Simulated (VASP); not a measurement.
# SnTe (Fm-3m) in VASP: notebook

SnTe is run at these levels: PBEsol; tasks: single point, relaxation of cell and atoms.

Everything below comes from runs of VASP 6.6.1. Logs are shortened: lines on timing, memory, paths and dates and some standing lists are left out, and cuts for length are marked.

**Measured values to compare with.**

From a printed reference work, textbook, for a bulk crystal of SnTe at 300 K: band gap 0.18 eV (direct).

The results are compared with them further down.

### Step 1. The cell of the first run

The structure is cubic, space group Fm-3m (No. 225). Conventional cell: a = 6.313 Å, b = 6.313 Å, c = 6.313 Å, α = 90.00°, β = 90.00°, γ = 90.00°. Within 4.2 Å of Sn (site symmetry m-3m) lie 6 Te at 3.16 Å. Within 4.2 Å of Te (site symmetry m-3m) lie 6 Sn at 3.16 Å.

### Step 2. Single point, PBEsol

The input, INCAR:

```
SYSTEM = SnTe
PREC     = Accurate       ! precision mode
ENCUT    = 520            ! plane-wave cutoff, eV
EDIFF    = 1E-6           ! SCF threshold, eV
ISMEAR   = 0              ! smearing method
SIGMA    = 0.1            ! smearing width, eV
LREAL    = .FALSE.        ! projectors in reciprocal space
LASPH    = .TRUE.         ! aspherical terms in the spheres
NELM     = 80             ! most SCF steps
ALGO     = Normal         ! electronic algorithm
ISIF     = 2              ! what is computed and relaxed
LWAVE    = .FALSE.        ! write WAVECAR
LCHARG   = .FALSE.        ! write CHGCAR
GGA      = PS             ! functional
NBANDS   = 17             ! bands
```

The input, KPOINTS:

```
regular mesh
0
G
  6 6 6
  0 0 0
```

The input, POSCAR:

```
SnTe
1.0
    0.0000000000     -3.1565000000     -3.1565000000
    3.1565000000      0.0000000000     -3.1565000000
    3.1565000000     -3.1565000000      0.0000000000
Sn Te
1 1
Direct
    0.0000000000      0.0000000000      0.0000000000
    0.5000000000      0.5000000000      0.5000000000
```

Potentials or basis: VASP PAW PBE potentials, release 64 (Sn_d, Te).

Run with:

```sh
$ cat potpaw_PBE.64/Sn_d/POTCAR potpaw_PBE.64/Te/POTCAR > POTCAR
$ mpirun -np 1 vasp_std > vasp.out
```

OUTCAR:

```text
SYSTEM = SnTe
   PREC = Accurate
   ENCUT = 520
   EDIFF = 1E-6
   ISMEAR = 0
   LREAL = .FALSE.
   LASPH = .TRUE.
   NELM = 80
   ISIF = 2
   GGA = PS

 ion  position               nearest neighbor table
   1  0.000  0.000  0.000-   2 3.16   2 3.16   2 3.16   2 3.16   2 3.16   2 3.16
   2  0.500  0.500  0.500-   1 3.16   1 3.16   1 3.16   1 3.16   1 3.16   1 3.16

  LATTYP: Found a face centered cubic cell.
 ALAT       =     6.3130000000

  Lattice vectors:

 A1 = (   0.0000000000,  -3.1565000000,  -3.1565000000)
 A2 = (   3.1565000000,   0.0000000000,  -3.1565000000)
 A3 = (   3.1565000000,  -3.1565000000,   0.0000000000)

Analysis of symmetry for initial positions (statically):
=====================================================================
 Subroutine PRICEL returns:
 Original cell was already a primitive cell.

 Routine SETGRP: Setting up the symmetry group for a
 face centered cubic supercell.

 Subroutine GETGRP returns: Found 48 space group operations
 (whereof 48 operations were pure point group operations)
 out of a pool of 48 trial point group operations.

The static configuration has the point symmetry O_h .

Analysis of symmetry for dynamics (positions and initial velocities):
=====================================================================
 Subroutine PRICEL returns:
 Original cell was already a primitive cell.

 Routine SETGRP: Setting up the symmetry group for a
 face centered cubic supercell.

 Subroutine GETGRP returns: Found 48 space group operations
 (whereof 48 operations were pure point group operations)
 out of a pool of 48 trial point group operations.

The dynamic configuration has the point symmetry O_h .

 Subroutine INISYM returns: Found 48 space group operations
 (whereof 48 operations are pure point group operations),
 and found     1 'primitive' translations

----------------------------------------------------------------------------------------

                                     Primitive cell

  volume of cell :      62.8995

  direct lattice vectors                    reciprocal lattice vectors
     0.000000000 -3.156500000 -3.156500000    -0.158403295 -0.158403295 -0.158403295
     3.156500000  0.000000000 -3.156500000     0.158403295  0.158403295 -0.158403295
     3.156500000 -3.156500000  0.000000000     0.158403295 -0.158403295  0.158403295

  length of vectors
     4.463965110  4.463965110  4.463965110     0.274362555  0.274362555  0.274362555

  position of ions in fractional coordinates (direct lattice)
     0.000000000  0.000000000  0.000000000
     0.500000000  0.500000000  0.500000000

  ion indices of the primitive-cell ions
   primitive index   ion index
                 1           1
                 2           2

----------------------------------------------------------------------------------------

 KPOINTS: regular mesh

Automatic generation of k-mesh.
 Grid dimensions read from file:
 generate k-points for:    6    6    6

 Generating k-lattice:

  Cartesian coordinates                     Fractional coordinates (reciprocal lattice)
    -0.026400549 -0.026400549 -0.026400549     0.166666667  0.000000000  0.000000000
     0.026400549  0.026400549 -0.026400549     0.000000000  0.166666667  0.000000000
     0.026400549 -0.026400549  0.026400549     0.000000000  0.000000000  0.166666667

  Length of vectors
     0.045727092  0.045727092  0.045727092

  Shift w.r.t. Gamma in fractional coordinates (k-lattice)
     0.000000000  0.000000000  0.000000000

 Subroutine IBZKPT returns following result:
 ===========================================

 Found     16 irreducible k-points:

 Following reciprocal coordinates:
            Coordinates               Weight
  0.000000  0.000000  0.000000      1.000000
  0.166667  0.000000  0.000000      8.000000
  0.333333  0.000000  0.000000      8.000000
  0.500000  0.000000  0.000000      4.000000
  0.166667  0.166667  0.000000      6.000000
  0.333333  0.166667  0.000000     24.000000
[... 8 lines left out ...]
 -0.333333  0.333333  0.166667     24.000000
 -0.333333  0.500000  0.166667     12.000000
   k-points           NKPTS =     16   k-points in BZ     NKDIM =     16   number of bands    NBANDS=     17
   number of dos      NEDOS =    301   number of ions     NIONS =      2
   total plane-waves  NPLWV =  46656
   dimension x,y,z NGX =    36 NGY =   36 NGZ =   36
   dimension x,y,z NGXF=    72 NGYF=   72 NGZF=   72
   ions per type =               1   1
   NGX,Y,Z   is equivalent  to a cutoff of  13.41, 13.41, 13.41 a.u.
   NGXF,Y,Z  is equivalent  to a cutoff of  26.81, 26.81, 26.81 a.u.
 SYSTEM =  SnTe
   PREC   = accura    normal or accurate (medium, high low for compatibility)
   ISTART =      0    job   : 0-new  1-cont  2-samecut
   ICHARG =      2    charge: 1-file 2-atom 10-const
   ISPIN  =      1    spin polarized calculation?
   LNONCOLLINEAR =      F non collinear calculations
   LSORBIT =      F    spin-orbit coupling
   LASPH  =      T    aspherical Exc in radial PAW
   ENCUT  =  520.0 eV  38.22 Ry    6.18 a.u.   8.30  8.30  8.30*2*pi/ulx,y,z
   NELM   =     80;   NELMIN=  2; NELMDL= -5     # of ELM steps
   EDIFF  = 0.1E-05   stopping-criterion for ELM
   LREAL  =      F    real-space projection
   EDIFFG = 0.1E-04   stopping-criterion for IOM
   NSW    =      0    number of steps for IOM
   IBRION =     -1    ionic relax: 0-MD 1-quasi-New 2-CG
   NFREE  =      0    steps in history (QN), initial steepest desc. (CG)
   ISIF   =      2    stress and relaxation
   ISYM   =      2    0-nonsym 1-usesym 2-fastsym
   POTIM  = 0.5000    time-step for ionic-motion
   TEBEG  =    0.0;   TEEND  =   0.0 temperature during run
   PSTRESS=    0.0 pullay stress
   NELECT =      20.0000    total number of electrons
   NUPDOWN=      -1.0000    fix difference up-down
   EMIN   =  10.00;   EMAX   =-10.00  energy-range for DOS
   EFERMI =   0.00;   METHOD = LEGACY
   ISMEAR =     0;   SIGMA  =   0.10  broadening in eV -4-tet -1-fermi 0-gaus
   EFERMI_NEDOS =   21; number of points for ismear=-14 and -15
   IALGO  =     38    algorithm
   IMIX   =      4    mixing-type and parameters
     AMIX     =   0.40;   BMIX     =  1.00
     AMIX_MAG =   1.60;   BMIX_MAG =  1.00
  volume/ion in A,a.u.               =      31.45       212.23
  Fermi-wavevector in a.u.,A,eV,Ry     =   1.117384  2.111549 16.987507  1.248547
  Thomas-Fermi vector in A             =   2.254006
   LORBIT       =      0    0 simple, 1 ext, 2 COOP (PROOUT), +10 PAW based schemes
   GGA     = PS    functional components
   LHFCALC =     F    Hartree Fock is set to
   AEXX    =    0.0000 exact exchange contribution
   IVDW    =     0    specifies the selected vdW correction
   LEPSILON=     F    determine dielectric tensor
   LRPA    =     F    only Hartree local field effects (RPA)
 non-spin polarized calculation
 Gauss-broadening in eV      SIGMA  =   0.10
  energy-cutoff  :      520.00
  volume of cell :       62.90
 maximum number of plane-waves:      1711
 NGX is ok and might be reduce to    36
   NGX = 17   NGY = 17   NGZ = 17

 number of electron      19.9999999 magnetization

 Free energy of the ion-electron system (eV)
  ---------------------------------------------------
  ext. energy  EPLUGINS =         0.00000000
  ---------------------------------------------------
  free energy    TOTEN  =        -8.34008188 eV

  energy without entropy =       -8.33867969  energy(sigma->0) =       -8.33938078

 E-fermi :   6.7483     XC(G=0):  -9.6327

 val. band max:        6.6851556244   @ k =   0.5000   0.0000   0.0000
 cond. band min:       6.8114802699   @ k =   0.5000   0.0000   0.0000
 fundamental gap:      0.1263246455
 Fermi energy:         6.7483177539

 k-point     1 :       0.0000    0.0000    0.0000
  band No.  band energies     occupation
      1     -15.0580      2.00000
      2     -15.0580      2.00000
      3     -15.0510      2.00000
      4     -15.0510      2.00000
      5     -15.0510      2.00000
      6      -6.0464      2.00000
[... 9 lines left out ...]
     16      11.4598      0.00000
     17      13.4343      0.00000

 k-point     2 :       0.1667    0.0000    0.0000
  band No.  band energies     occupation
      1     -15.0591      2.00000
      2     -15.0591      2.00000
      3     -15.0506      2.00000
      4     -15.0495      2.00000
      5     -15.0495      2.00000
      6      -5.8163      2.00000
[... 9 lines left out ...]
     16      12.0184      0.00000
     17      15.1383      0.00000

 k-point     3 :       0.3333    0.0000    0.0000
  band No.  band energies     occupation
      1     -15.0617      2.00000
      2     -15.0617      2.00000
      3     -15.0498      2.00000
      4     -15.0460      2.00000
      5     -15.0460      2.00000
      6      -5.2175      2.00000
[... 9 lines left out ...]
     16      13.5401      0.00000
     17      17.3057      0.00000

 k-point     4 :       0.5000    0.0000    0.0000
  band No.  band energies     occupation
      1     -15.0631      2.00000
      2     -15.0631      2.00000
      3     -15.0495      2.00000
      4     -15.0441      2.00000
      5     -15.0441      2.00000
      6      -4.7731      2.00000
[... 9 lines left out ...]
     16      15.5672      0.00000
     17      15.5672      0.00000
[... 183 lines left out ...]
      1     -15.0677      2.00000
      2     -15.0581      2.00000
      3     -15.0507      2.00000
      4     -15.0446      2.00000
      5     -15.0431      2.00000
      6      -4.7957      2.00000
[... 9 lines left out ...]
     16      15.0645      0.00000
     17      15.7335      0.00000

 k-point    15 :      -0.3333    0.3333    0.1667
  band No.  band energies     occupation
      1     -15.0681      2.00000
      2     -15.0592      2.00000
      3     -15.0478      2.00000
      4     -15.0469      2.00000
      5     -15.0416      2.00000
      6      -4.4925      2.00000
[... 9 lines left out ...]
     16      16.5756      0.00000
     17      16.6486      0.00000

 k-point    16 :      -0.3333    0.5000    0.1667
  band No.  band energies     occupation
      1     -15.0716      2.00000
      2     -15.0565      2.00000
      3     -15.0513      2.00000
      4     -15.0440      2.00000
      5     -15.0402      2.00000
      6      -4.4094      2.00000
[... 9 lines left out ...]
     16      16.8008      0.00000
     17      17.9440      0.00000

------------------------ aborting loop because EDIFF is reached ----------------------------------------

  FORCE on cell =-STRESS in cart. coord.  units (eV):
  Direction    XX          YY          ZZ          XY          YZ          ZX
  --------------------------------------------------------------------------------------
  -------------------------------------------------------------------------------------
  Total       -0.2317975     -0.2317975     -0.2317975     -0.0000000     -0.0000000      0.0000000
  in kB       -5.9043469     -5.9043469     -5.9043469     -0.0000000     -0.0000000      0.0000000
  external PRESSURE =      -5.9043469 kB  Pullay stress =       0.0000000 kB

 VOLUME and BASIS-vectors are now :
 -----------------------------------------------------------------------------
  energy-cutoff  :      520.00
  volume of cell :       62.90
      direct lattice vectors                 reciprocal lattice vectors
     0.000000000 -3.156500000 -3.156500000    -0.158403295 -0.158403295 -0.158403295
     3.156500000  0.000000000 -3.156500000     0.158403295  0.158403295 -0.158403295
     3.156500000 -3.156500000  0.000000000     0.158403295 -0.158403295  0.158403295

 POSITION                                       TOTAL-FORCE (eV/Angst)
 -----------------------------------------------------------------------------------
      0.00000      0.00000      0.00000         0.000000     -0.000000      0.000000
      3.15650     -3.15650     -3.15650         0.000000      0.000000     -0.000000
 -----------------------------------------------------------------------------------
    total drift:                               -0.000000     -0.000000     -0.000000

  FREE ENERGIE OF THE ION-ELECTRON SYSTEM (eV)
  ---------------------------------------------------
  free  energy   TOTEN  =        -8.3400818790 eV

  energy  without entropy=       -8.3386796903  energy(sigma->0) =       -8.33938078
```

Run time: 11 s. Hardware: 1 thread of Intel Xeon Platinum 8488C (Sapphire Rapids), shared host; peak memory 0.2 GiB.

Results:

```yaml
Free_energy: -8.3401 eV
Pressure: -0.6 GPa
Band_gap_on_the_k_mesh: 0.13 eV, direct
```

Levels at points of the mesh, in eV from the valence-band top:
| k point | band 8 | band 9 | band 10 | band 11 | band 12 | band 13 |
| --- | --- | --- | --- | --- | --- | --- |
| (0.00, 0.00, 0.00) | -2.07 | -2.07 | -2.07 | 3.37 | 3.37 | 3.37 |
| (0.50, 0.00, 0.00) | -1.73 | -1.73 | 0.00 | 0.13 | 0.40 | 0.40 |
| (0.50, 0.50, 0.00) | -5.51 | -3.67 | -3.67 | 2.17 | 4.93 | 4.93 |

Caveat: the PAW data sets were made with another functional, which shifts forces and pressure a little; spin-orbit coupling is left out, which moves the levels of the heavy elements.

### Step 3. Single point, PBEsol

This run uses another cell than the first one, of 31.08 Å³/atom, 0.988 times its volume.

The input, INCAR:

```
SYSTEM = SnTe
ALGO = Normal
EDIFF = 1E-6
ENCUT = 520
GGA = PS
ISIF = 2
ISMEAR = 0
LASPH = .TRUE.
LCHARG = .FALSE.
LREAL = .FALSE.
LWAVE = .FALSE.
NBANDS = 17
NELM = 60
PREC = Accurate
SIGMA = 0.01
```

The input, KPOINTS:

```
k-points
0
G
  10 10 10
  0 0 0
```

The input, POSCAR:

```
SnTe
1.0
    0.0000000000     -3.1440864248     -3.1440864248
    3.1440864248      0.0000000000     -3.1440864248
    3.1440864248     -3.1440864248      0.0000000000
Sn Te
1 1
Direct
    0.0000000000      0.0000000000      0.0000000000
    0.5000000000      0.5000000000      0.5000000000
```

Potentials or basis: VASP PAW PBE potentials, release 64 (Sn_d, Te).

Run with:

```sh
$ cat potpaw_PBE.64/Sn_d/POTCAR potpaw_PBE.64/Te/POTCAR > POTCAR
$ mpirun -np 1 vasp_std > vasp.out
```

Run time: 28 s. Hardware: 1 thread of Intel Xeon Platinum 8488C (Sapphire Rapids), shared host; peak memory 0.23 GiB.

The run converged. Its results:

| Quantity | Value |
| --- | --- |
| Free energy | -8.3390 eV |
| Pressure | 0.0 GPa |
| Band gap on the k mesh | 0.16 eV, direct |

Levels at points of the mesh, in eV from the valence-band top:
```tsv
k point	band 8	band 9	band 10	band 11	band 12	band 13
(0.00, 0.00, 0.00)	-2.09	-2.09	-2.09	3.40	3.40	3.40
(0.50, 0.00, 0.00)	-1.76	-1.76	0.00	0.16	0.39	0.39
(0.50, 0.50, 0.00)	-5.59	-3.72	-3.72	2.13	5.00	5.00
```

Caveat: the PAW data sets were made with another functional, which shifts forces and pressure a little; spin-orbit coupling is left out, which moves the levels of the heavy elements.

### Step 4. Relaxation of cell and atoms, PBEsol

The input, INCAR:

```
ALGO     = Normal         # electronic algorithm
EDIFF    = 1E-7           # SCF threshold, eV
EDIFFG   = -0.005         # ionic threshold
ENCUT    = 600            # plane-wave cutoff, eV
GGA      = PS             # functional
IBRION   = 2              # ionic algorithm
ISIF     = 3              # what is computed and relaxed
ISMEAR   = 0              # smearing method
LASPH    = T              # aspherical terms in the spheres
LCHARG   = F              # write CHGCAR
LREAL    = F              # projectors in reciprocal space
LWAVE    = F              # write WAVECAR
NELM     = 60             # most SCF steps
NSW      = 100            # ionic steps
PREC     = Accurate       # precision mode
SIGMA    = 0.01           # smearing width, eV
```

The input, KPOINTS:

```
k-points
0
Gamma
  10 10 10
```

The input, POSCAR:

```
SnTe
1.0
    0.0000000000     -3.1565000000     -3.1565000000
    3.1565000000      0.0000000000     -3.1565000000
    3.1565000000     -3.1565000000      0.0000000000
Sn Te
1 1
Direct
    0.0000000000      0.0000000000      0.0000000000
    0.5000000000      0.5000000000      0.5000000000
```

Run with:

```sh
$ cat potpaw_PBE.64/Sn_d/POTCAR potpaw_PBE.64/Te/POTCAR > POTCAR
$ mpirun -np 1 vasp_std > vasp.out
```

Run time: 59 s. Hardware: 1 thread of Intel Xeon Platinum 8488C (Sapphire Rapids), shared host; peak memory 0.23 GiB.

The run converged. Its results:

- Free energy: -8.3394 eV
- Relaxed volume: 31.10 Å³/atom
- Relaxed cell: a = 4.447 Å, b = 4.447 Å, c = 4.447 Å, α = 60.00°, β = 60.00°, γ = 60.00°
- Space group after relaxing (to 0.05 Å): Fm-3m (No. 225)
- Energy gained by relaxing: 0.6 meV/atom
- Ionic steps: 3
- Pressure after relaxing: 0.0 GPa
- Band gap on the k mesh: 0.16 eV, direct

The path:
| step | energy change (eV) | largest force (eV/Å) | pressure (GPa) | volume (Å³) |
| --- | --- | --- | --- | --- |
| 1 | 0.0000 | 0.0000 | -0.52 | 62.90 |
| 2 | -0.0010 | 0.0000 | 0.17 | 61.97 |
| 3 | -0.0012 | 0.0000 | 0.00 | 62.19 |

Final structure:
```xyz
2
Lattice="0.0000 -3.1447 -3.1447 3.1447 0.0000 -3.1447 3.1447 -3.1447 0.0000" Properties=species:S:1:pos:R:3 pbc="T T T"
Sn    0.0000    0.0000    0.0000
Te    3.1447   -3.1447   -3.1447
```

Levels at points of the mesh, in eV from the valence-band top:
| k point | band 8 | band 9 | band 10 | band 11 | band 12 | band 13 |
| --- | --- | --- | --- | --- | --- | --- |
| (0.00, 0.00, 0.00) | -2.09 | -2.09 | -2.09 | 3.40 | 3.40 | 3.40 |
| (0.50, 0.00, 0.00) | -1.75 | -1.75 | 0.00 | 0.16 | 0.39 | 0.39 |
| (0.50, 0.50, 0.00) | -5.59 | -3.72 | -3.72 | 2.13 | 5.00 | 5.00 |

Caveat: the PAW data sets were made with another functional, which shifts forces and pressure a little; spin-orbit coupling is left out, which moves the levels of the heavy elements. A k mesh can miss the band edges.

### Step 5. Overview

```csv
task,cell,k mesh,cutoff (eV),smearing,gap on the mesh (eV),pressure (GPa)
single point,"a = 4.464 Å, angles 60.0°, 2 atoms",6 × 6 × 6,520,gaussian 0.1 eV,0.13,-0.6
single point,"a = 4.446 Å, angles 60.0°, 2 atoms",10 × 10 × 10,520,gaussian 0.01 eV,0.16,0.0
relaxation of cell and atoms,"relaxed from a = 4.464 Å, angles 60.0°, 2 atoms",10 × 10 × 10,600,gaussian 0.01 eV,0.16,0.0
```

Alike in all rows: level PBEsol; potentials or basis VASP PAW PBE potentials, release 64 (Sn_d, Te); no spin polarisation.

Caveats: the PAW data sets were made with another functional, which shifts forces and pressure a little; spin-orbit coupling is left out, which moves the levels of the heavy elements.

Total energies depend on the potentials used, so only differences within one code and one set of settings carry meaning.

### Step 6. Against experiment

Step 2. A measured gap of SnTe is 0.18 eV (direct; 300 K; a printed reference work, textbook); the calculated 0.13 eV misses it by -0.05 eV. Spin-orbit coupling on Sn, Te is left out. The value is that of PBEsol on a finite k mesh, which can miss the band edges, without temperature or zero-point motion. Semilocal functionals fall short of measured gaps as a rule.

Step 3. A measured gap of SnTe is 0.18 eV (direct; 300 K; a printed reference work, textbook); the calculated 0.16 eV misses it by -0.02 eV. Spin-orbit coupling on Sn, Te is left out. The value is that of PBEsol on a finite k mesh, which can miss the band edges, without temperature or zero-point motion. Semilocal functionals fall short of measured gaps as a rule.
